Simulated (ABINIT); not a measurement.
# Mn (P6_3/mmc) in ABINIT: optical spectrum with PBEsol

Aim: the optical spectrum of Mn with PBEsol.

Program: ABINIT 10.8.3 (patched build). These are calculated values, not measurements. Logs are shortened: lines on timing, memory, paths and dates and some standing lists are left out, and cuts for length are marked. The log counts tension as positive stress, the text compression.

## 1. The structure

Symmetry: P6_3/mmc, No. 194, hexagonal system. Conventional cell: a = 2.484 Å, b = 2.484 Å, c = 4.026 Å, α = 90.00°, β = 90.00°, γ = 120.00°. Mn (site symmetry -6m2) is surrounded by 12 Mn at 2.47 to 2.48 Å.

This isn't the form of Mn at room conditions, which is a 58-atom cubic cell.

## 2. Optical spectrum, PBEsol, collinear spin, ferromagnetic start

The input, run.abi:

```
# Datasets
ndtset 3

# Pseudopotentials
pp_dirpath "./"
pseudos "Mn.upf"

# Structure
acell 4.6934102968 4.693410297 7.6084058743
rprim
     1.0000000000     0.0000000000     0.0000000000
    -0.5000000000     0.8660254038     0.0000000000
     0.0000000000     0.0000000000     1.0000000000
ntypat 1
znucl 25
natom 2
typat 1 1
xred
            1/3            2/3            1/4
            2/3            1/3            3/4

# Plane-wave basis
ecut 42.0

# k points
ngkpt 20 20 12
nshiftk 1
shiftk 0.0 0.0 0.5
istwfk *1

# Exchange and correlation
ixc -116133

# Bands and occupations
occopt 4
tsmear 0.00734986

# Spin
nsppol 2
spinat
     0.0000000000     0.0000000000     4.0000000000
     0.0000000000     0.0000000000     4.0000000000

# SCF cycle
nstep 80

# Output
iomode 3
prteig 0
prtebands 0

# Dataset 1: ground state
nband1 21
tolvrs1 1.0e-12
prtden1 1
prtwf1 0
kptopt1 1

# Dataset 2: empty bands at fixed density
iscf2 -3
getden2 1
nband2 25
nbdbuf2 4
tolwfr2 1.0e-12
nstep2 120
prtden2 0
kptopt2 1

# Dataset 3: wave functions and velocity matrix elements in the full zone
optdriver3 8
wfk_task3 "wfk_optics_fullbz"
getwfk3 2
nband3 21
kptopt3 1
prtevk3 1
inclvkb3 2
```

The input, optic.abi:

```
&FILES
 ddkfile_1 = 'runo_DS3_1_EVK.nc',
 ddkfile_2 = 'runo_DS3_2_EVK.nc',
 ddkfile_3 = 'runo_DS3_3_EVK.nc',
 wfkfile = 'runo_DS3_WFK.nc'
/
&PARAMETERS
 broadening = 0.007350,
 domega = 0.002,
 maxomega = 0.8,
 scissor = 0.000000,
 tolerance = 0.002
/
&COMPUTATIONS
 num_lin_comp = 2,
 lin_comp = 11,33,
 num_nonlin_comp = 0
/
```

Potentials or basis: PseudoDojo NC SR PBEsol v0.4.1 standard.

Command:

```sh
mpirun --bind-to none -np 4 abinit run.abi > log 2>&1
optic optic.abi > optic.log 2>&1
```

run.abo:

```text
.Version 10.8.3 of ABINIT
 DATASET    1 : space group P6_3/m m c (#194); Bravais hP (primitive hexag.)
================================================================================
 Values of the parameters that define the memory need for DATASET  1.
     intxc =       0    ionmov =       0      iscf =       7    lmnmax =       6
     lnmax =       6     mgfft =      48  mpssoang =       3    mqgrid =    3001
     natom =       2  nloc_mem =       1    nspden =       2   nspinor =       1
    nsppol =       2      nsym =      24    n1xccc =    2501    ntypat =       1
    occopt =       4   xclevel =       2
       mpw =        1906          nfft =       43200          nkpt =         264
================================================================================
================================================================================
[... 13 lines left out ...]
 DATASET    3 : space group P6_3/m m c (#194); Bravais hP (primitive hexag.)
================================================================================
 Values of the parameters that define the memory need for DATASET  3.
     intxc =       0    ionmov =       0      iscf =       7    lmnmax =       6
     lnmax =       6     mgfft =      48  mpssoang =       3    mqgrid =    3001
     natom =       2  nloc_mem =       1    nspden =       2   nspinor =       1
    nsppol =       2      nsym =      24    n1xccc =    2501    ntypat =       1
    occopt =       4   xclevel =       2
       mpw =        1906          nfft =       43200          nkpt =         264
================================================================================
================================================================================

--------------------------------------------------------------------------------
------------- Echo of variables that govern the present computation ------------
--------------------------------------------------------------------------------
 -outvars: echo values of preprocessed input variables --------
            acell      4.6934102968E+00  4.6934102970E+00  7.6084058743E+00 Bohr
              amu      5.49380500E+01
             ecut      4.20000000E+01 Hartree
           getden1          0
           getden2          1
           getden3          0
           getwfk1          0
           getwfk2          0
           getwfk3          2
             iscf1          7
             iscf2         -3
             iscf3          7
              ixc     -116133
           jdtset        1    2    3
                       outvar_i_n : Printing only first  50 k-points.
         kptrlatt       20    0    0      0   20    0      0    0   12
          kptrlen      9.13008705E+01
            natom           2
            nband1         21
            nband2         25
            nband3         21
           nbdbuf1          0
           nbdbuf2          4
           nbdbuf3          0
           ndtset           3
            ngfft          30      30      48
             nkpt         264
           nspden           2
           nsppol           2
            nstep1         80
            nstep2        120
            nstep3         80
             nsym          24
           ntypat           1
                       prtocc : prtvol=0, do not print more k-points.
                       1.000000  1.000000  1.000000  1.000000  1.000000  1.000000
                       1.000000  1.000000  1.000000  1.000000  1.000000  1.000000
                       1.000000  1.000000  1.000000  0.000000  0.000000  0.000000
                       0.000000  0.000000  0.000000
                       1.000000  1.000000  1.000000  1.000000  1.000000  1.000000
                       1.000000  1.000000  1.000000  1.000000  1.000000  1.000000
                       1.000000  1.000000  1.000000  0.000000  0.000000  0.000000
                       0.000000  0.000000  0.000000
                       1.000000  1.000000  1.000000  1.000000  1.000000  1.000000
                       1.000000  1.000000  1.000000  1.000000  1.000000  1.000000
                       1.000000  1.000000  1.000000  0.000000  0.000000  0.000000
                       0.000000  0.000000  0.000000
                       1.000000  1.000000  1.000000  1.000000  1.000000  1.000000
                       1.000000  1.000000  1.000000  1.000000  1.000000  1.000000
                       1.000000  1.000000  1.000000  0.000000  0.000000  0.000000
                       0.000000  0.000000  0.000000
[... 624 lines left out ...]
                       1.000000  1.000000  1.000000  0.000000  0.000000  0.000000
                       0.000000  0.000000  0.000000
                       1.000000  1.000000  1.000000  1.000000  1.000000  1.000000
                       1.000000  1.000000  1.000000  1.000000  1.000000  1.000000
[... 320 lines left out ...]
- [  6.6667E-01,   3.3333E-01,   7.5000E-01, Mn]
cartesian_forces: null
force_length_stats: {min: null, max: null, mean: null, }
...

 Integrated electronic and magnetization densities in atomic spheres:
 ------------------------------------------------------------------------------------------------------------
 Radius=ratsph(iatom), smearing ratsm=  0.0000. Diff(up-dn)=approximate z local magnetic moment.
    Atom    Radius    up_density   dn_density  Total(up+dn)  Diff(up-dn)
    1 Mn   2.00000     6.524148     6.524148     13.048296    -0.000000
    2 Mn   2.00000     6.524148     6.524148     13.048296    -0.000000
 ------------------------------------------------------------------------------------------------------------
  Sum:                13.048296    13.048296     26.096593    -0.000000
 Total magnetization (from the atomic spheres):               -0.000000
 Total magnetization (exact up - dn):                         -0.000000

================================================================================

 ----iterations are completed or convergence reached----

 Mean square residual over all n,k,spin=   43.742E-14; max=  99.969E-14
 reduced coordinates (array xred) for    2 atoms
       0.333333333333      0.666666666667      0.250000000000
       0.666666666667      0.333333333333      0.750000000000

 cartesian coordinates (angstrom) at end:
    1     -0.00000000003528     1.43393355327471     1.00654874931216
    2      1.24182288438192     0.71696677663736     3.01964624793649
 length scales=  4.693410296800  4.693410297000  7.608405874300 bohr
              =  2.483645768799  2.483645768905  4.026194997249 angstroms
 Eigenvalues (hartree) for nkpt= 264  k points, SPIN UP:
 kpt#   1, nband= 25, wtk=  0.00042, kpt=  0.0000  0.0000  0.0417 (reduced coord)
  -2.38881   -2.38286   -1.25599   -1.23133   -1.23133   -1.22749   -1.22749   -1.22735
   0.20983    0.34849    0.47680    0.47791    0.47791    0.49532    0.49532    0.51583
   0.51583    0.53437    0.57303    0.57303    0.85503    1.27423    1.39279    1.39555
   1.47190
      occupation numbers for kpt#   1
   1.00000    1.00000    1.00000    1.00000    1.00000    1.00000    1.00000    1.00000
   1.00000    1.00000    1.00000    1.00000    1.00000    1.00524    1.00524    0.12708
   0.12708    0.00009    0.00000    0.00000    0.00000    0.00000    0.00000    0.00000
   0.00000
 prteigrs : prtvol=0 or 1, do not print more k-points.

 Eigenvalues (hartree) for nkpt= 264  k points, SPIN DOWN:
 kpt#   1, nband= 25, wtk=  0.00042, kpt=  0.0000  0.0000  0.0417 (reduced coord)
  -2.38881   -2.38286   -1.25599   -1.23133   -1.23133   -1.22749   -1.22749   -1.22735
   0.20983    0.34849    0.47680    0.47791    0.47791    0.49532    0.49532    0.51583
   0.51583    0.53437    0.57303    0.57303    0.85503    1.27423    1.39279    1.39555
   1.47190
      occupation numbers for kpt#   1
   1.00000    1.00000    1.00000    1.00000    1.00000    1.00000    1.00000    1.00000
   1.00000    1.00000    1.00000    1.00000    1.00000    1.00524    1.00524    0.12708
   0.12708    0.00009    0.00000    0.00000    0.00000    0.00000    0.00000    0.00000
   0.00000
 prteigrs : prtvol=0 or 1, do not print more k-points.

--- !EnergyTerms
iteration_state     : {dtset: 2, }
comment             : Components of total free energy in Hartree
kinetic             :  9.54503527787267E+01
hartree             :  4.59916355088241E+01
xc                  : -3.61866748329492E+01
Ewald energy        : -1.55791270990045E+02
psp_core            :  6.70735710969909E+00
local_psp           : -1.59648429960329E+02
non_local_psp       : -1.40924536656802E+01
internal            : -2.17569484051753E+02
'-kT*entropy'       :  2.51915737508134E-04
total_energy        : -2.17569232136016E+02
...

--- !EnergyTermsDC
iteration_state     : {dtset: 2, }
comment             : '"Double-counting" decomposition of free energy'
band_energy         : -1.83728070448046E+01
Ewald energy        : -1.55791270990045E+02
psp_core            :  6.70735710969909E+00
xc_dc               : -5.01127629759254E+01
internal            : -2.17569483901076E+02
'-kT*entropy'       :  2.51915737508134E-04
total_energy_dc     : -2.17569231985338E+02
...

================================================================================
== DATASET  3 ==================================================================

--- !DatasetInfo
iteration_state: {dtset: 3, }
dimensions: {natom: 2, nkpt: 264, mband: 21, nsppol: 2, nspinor: 1, nspden: 2, mpw: 1906, }
cutoff_energies: {ecut:  42.0, pawecutdg:  -1.0, }
electrons: {nelect:   3.00000000E+01, charge:   0.00000000E+00, occopt:   4.00000000E+00, tsmear:   7.34986000E-03, }
meta: {optdriver: 8, wfk_task: 7, }
...

 mkfilename : getwfk/=0, take file _WFK from output of DATASET   2.

--------------------------------------------------------------------------------

 Computation of velocity matrix elements (DDK)

 Parameters extracted from the Abinit header:
    ecut:     42.0
    nkpt:    4800
    mband:   25
    nsppol:  2
    nspinor: 1
    useylm:  0
    inclvkb: 2
    bmin: 1, bmax: 25
    Computing diagonal and off-diagonal matrix elements
    Between band index bmin: 1, bmax: 25

== END DATASET(S) ==============================================================
================================================================================

 -outvars: echo values of variables after computation  --------
            acell      4.6934102968E+00  4.6934102970E+00  7.6084058743E+00 Bohr
           etotal1    -2.1756923199E+02
           etotal2    -2.1756923199E+02
           etotal3     0.0000000000E+00
            fcart1    -1.1474152281E-28 -3.3123024539E-28 -0.0000000000E+00
                       1.1474152281E-28  3.3123024539E-28 -0.0000000000E+00
            fcart3     0.0000000000E+00  0.0000000000E+00  0.0000000000E+00
                       0.0000000000E+00  0.0000000000E+00  0.0000000000E+00
            rprim      1.0000000000E+00  0.0000000000E+00  0.0000000000E+00
                      -5.0000000000E-01  8.6602540380E-01  0.0000000000E+00
                       0.0000000000E+00  0.0000000000E+00  1.0000000000E+00
           strten1     5.0442266059E-04  5.0442265493E-04  5.2532531312E-04
                       0.0000000000E+00  0.0000000000E+00  1.1493298729E-12
           strten3     0.0000000000E+00  0.0000000000E+00  0.0000000000E+00
                       0.0000000000E+00  0.0000000000E+00  0.0000000000E+00
           xangst     -3.5278313375E-11  1.4339335533E+00  1.0065487493E+00
                       1.2418228844E+00  7.1696677664E-01  3.0196462479E+00
             xred      3.3333333333E-01  6.6666666667E-01  2.5000000000E-01
                       6.6666666667E-01  3.3333333333E-01  7.5000000000E-01
 Calculation completed.
```

Run time: 6.5 min. Hardware: 4 MPI ranks of Intel Xeon Platinum 8488C (Sapphire Rapids), shared host; peak memory 12 GiB.

What came out:

- Free energy: -5920.3604 eV
- Pressure: -15.0 GPa
- Net moment: 0.00 μB per cell

Stress tensor (GPa, compression positive):
```
-14.84   0.00   0.00
  0.00 -14.84   0.00
  0.00   0.00 -15.46
```

Dielectric function (mean over the directions given):
```csv
energy (eV),real part,imaginary part
0.33,86.23,82.47
1.31,31.38,54.04
2.29,-1.96,48.19
3.37,-12.70,19.43
4.35,-11.15,11.06
5.44,-6.05,4.34
6.42,-2.33,4.81
7.51,-3.64,3.19
8.49,-2.45,1.97
9.58,-0.97,1.45
10.56,-0.29,1.45
11.65,-0.04,1.42
12.63,0.21,1.89
13.71,0.22,1.74
14.69,0.20,1.52
15.78,0.23,1.62
16.76,0.28,1.67
17.85,0.12,1.57
18.83,0.02,1.57
19.92,-0.09,1.64
```

Caveat: the intraband (Drude) term is left out; the starting moments collapsed, and a magnetic state may lie lower; spectra need much finer meshes, so this one isn't converged; independent-particle spectra lack excitons; so large a pressure means that the cell lies far from this level's equilibrium, or that cutoff or potentials fall short.
